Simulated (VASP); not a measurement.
Wanted: the native input for a VASP 6.6.1 run.

| Item | Value |
| --- | --- |
| Task | single point |
| Functional | PBE |
| Potentials or basis | VASP PAW PBE potentials, release 64 (Sn_d, O) |
| Cutoff | 520 eV |
| k mesh | 6 × 6 × 8 |
| Occupations | gaussian, width 0.02 eV |
| Spin | no spin polarisation |
| Dipole correction | no |
| Further INCAR settings | ALGO = Fast; EDIFF = 1e-06; NBANDS = 35 |

The structure of SnO2 (Cassiterite) lies in POSCAR:

```
SnO2
1.0
    4.8878334674      0.0000000000      0.0000000000
    0.0000000000      4.8878334674      0.0000000000
    0.0000000000      0.0000000000      3.2532739958
Sn O
2 4
Direct
    0.0000000000      0.0000000000      0.0000000000
    0.5000000000      0.5000000000      0.5000000000
    0.3073373835      0.3073373835      0.0000000000
    0.1926626165      0.8073373835      0.5000000000
    0.6926626165      0.6926626165      0.0000000000
    0.8073373835      0.1926626165      0.5000000000
```

These files were run (other wordings do the same):

INCAR

```
  ALGO = Fast
  EDIFF = 1E-6
  ENCUT = 520
  GGA = PE
  ISIF = 2
  ISMEAR = 0
  LASPH = True
  LCHARG = False
  LREAL = False
  LWAVE = False
  NBANDS = 35
  NELM = 100
  PREC = Accurate
  SIGMA = 0.02
```

KPOINTS

```
k-points
0
Gamma
  6 6 8
```

Potentials or basis: VASP PAW PBE potentials, release 64 (Sn_d, O).

Command:

```console
$ cat potpaw_PBE.64/Sn_d/POTCAR potpaw_PBE.64/O/POTCAR > POTCAR
$ mpirun -np 1 vasp_std > vasp.out
```

It gave:

The pressure is -4.0 GPa and the largest force is 0.018 eV/Å. The band gap on the k mesh is 0.41 eV, direct.

Caveat: spin-orbit coupling is left out, which moves the levels of the heavy elements.

Wall time 47 s on 1 thread of Intel(R) Xeon(R) 6975P-C (Granite Rapids), on a shared host, peak memory 0.24 GiB.
